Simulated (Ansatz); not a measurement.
What does this script print? It uses Ansatz 0.2.0, Python API.

`mgs.xyz`
```text
2
Lattice="0.0 2.83312005 2.83312005 2.83312005 0.0 2.83312005 2.83312005 2.83312005 0.0" Properties=species:S:1:pos:R:3 pbc="T T T"
Mg    0.00000000    0.00000000    0.00000000
S     4.24968007    4.24968007    4.24968007
```

`mgs.py`:
```python
"""Band curvature masses of MgS."""

import argparse
import warnings

import ansatz as az
import numpy as np

parser = argparse.ArgumentParser(description="Band curvature masses of MgS.")
parser.add_argument("--xc", required=True, help="exchange-correlation functional")
parser.add_argument("--k-length", type=int, required=True, help="k-point sampling")
parser.add_argument("--scf-tol", type=float, default=1e-07, help="SCF tolerance (eV)")
parser.add_argument("--occupations", default="fixed", help="how the bands are filled")
args = parser.parse_args()

warnings.simplefilter("ignore", az.DeckWarning)

structure = az.Crystal.from_extxyz("mgs.xyz")

job = (
    structure.calculation()
    .functional(args.xc)
    .basis(14 * az.Ha)
    .kpoints(length=args.k_length)  # sampling of the Brillouin zone
    .mixing("anderson", preconditioner="kerker_dos")
    .eigensolver("auto", mixed_precision=False)
    .scf(tolerance=args.scf_tol, self_checks="high")
    .occupations(args.occupations)
)
# find the band extrema among the mesh points first
outcome = job.band_table().run(threads=1, backend="cpu")
r = outcome.report
levels = np.array(r["eigenvalues_ev"])
filled = round(r["n_electrons"] / 2)
edges = {"top filled band": (filled - 1, levels[:, filled - 1].argmax()), "lowest empty band": (filled, levels[:, filled].argmin())}
gap = levels[:, filled].min() - levels[:, filled - 1].max()
print(f"gap on the mesh {gap:.3f} eV")
if gap <= 0.05:
    print("no gap: band-edge masses have no meaning here")
    edges = {}
reciprocal = 2 * np.pi * np.linalg.inv(outcome.lattice.cell_ang).T
step = 0.008  # 1/A

# m/m_e = (hbar^2/m_e) / (d2E/dk2), with hbar^2/m_e = 7.61996 eV A^2
# a slope that is not zero means that the extremum lies off this mesh point
pairs = [(0, 1), (0, 2), (1, 2)]
moves = [sign * axis for axis in np.eye(3) for sign in (-1, 1)]
moves += [s1 * np.eye(3)[i] + s2 * np.eye(3)[j] for i, j in pairs for s1 in (1, -1) for s2 in (1, -1)]
for name, (band, index) in edges.items():
    together = int(np.sum(np.abs(levels[index] - levels[index, band]) < 2e-3))
    print(name, "at k =", np.round(r["kpoints_frac"][index], 4), f"E = {levels[index, band]:.4f} eV, degeneracy {together}")
    centre = np.array(r["kpoints_frac"][index]) @ reciprocal
    points = [centre] + [centre + step * move for move in moves]
    table = job.band_structure(points, intervals=1, cartesian=True).run(threads=1, backend="cpu").band_structure().channels[0].eigenvalues_ev
    if together > 1:
        level = np.flatnonzero(np.abs(levels[index] - levels[index, band]) < 2e-3)
        along = (table[1, level] + table[2, level] - 2 * table[0, level]) / step ** 2
        print("  degenerate level, no single mass tensor; masses of its branches along x:", np.round(7.61996 / along, 3), "m_e")
        continue
    e = table[:, band]
    hessian = np.diag((e[1:7:2] + e[2:7:2] - 2 * e[0]) / step ** 2)
    for (i, j), (pp, pm, mp, mm) in zip(pairs, e[7:].reshape(3, 4)):
        hessian[i, j] = hessian[j, i] = (pp - pm - mp + mm) / (4 * step ** 2)
    curvatures, axes = np.linalg.eigh(hessian)
    slope = (e[2:7:2] - e[1:7:2]) / (2 * step)
    print("  slope (eV A):", np.round(slope, 3) + 0.0, "" if np.abs(slope).max() < 0.05 else "- no extremum here, so these are local curvatures and no band-edge masses")
    for curvature, axis in zip(curvatures, axes.T):
        print(f"  principal mass {7.61996 / curvature:8.3f} m_e along", np.round(axis, 2) + 0.0)
```

Output of `python mgs.py --xc rpbe --k-length 22`:
```text
gap on the mesh 3.673 eV
top filled band at k = [0. 0. 0.] E = 3.2195 eV, degeneracy 3
  degenerate level, no single mass tensor; masses of its branches along x: [-0.349 -1.527 -1.527] m_e
lowest empty band at k = [0. 0. 0.] E = 6.8924 eV, degeneracy 1
  slope (eV A): [0. 0. 0.]
  principal mass    0.270 m_e along [ 0.35 -0.06 -0.94]
  principal mass    0.270 m_e along [ 0.16 -0.98  0.12]
  principal mass    0.270 m_e along [0.92 0.19 0.33]
```

Reading the output:
- The settings weren't tested for convergence.
- The cutoff lies under the one recommended for these potentials.
- Along an axis with an odd division the mesh misses the point at one half; a gap read on a finite mesh is an upper bound on this functional's gap.
- Semilocal gaps usually lie well under measured ones.
- This cell is a computed structure, which may not be the phase found in nature.
- Levels are Kohn-Sham eigenvalues on this mesh.
- The masses are finite-difference curvatures at extrema found on a coarse mesh, which needn't be the true band edges; a step that is long against the gap makes them too heavy. At a valence maximum the curvature is negative (the hole mass is its size); mixed signs mark a saddle. Spin-orbit coupling is left out, and light masses scale with the Kohn-Sham gap.
- The script silences the warnings on its input, which a real study should read.
- Finished in 7 s on 1 thread of Intel(R) Xeon(R) Platinum 8375C CPU @ 2.90GHz (Ice Lake), with other jobs on the host, peak memory 0.37 GiB.
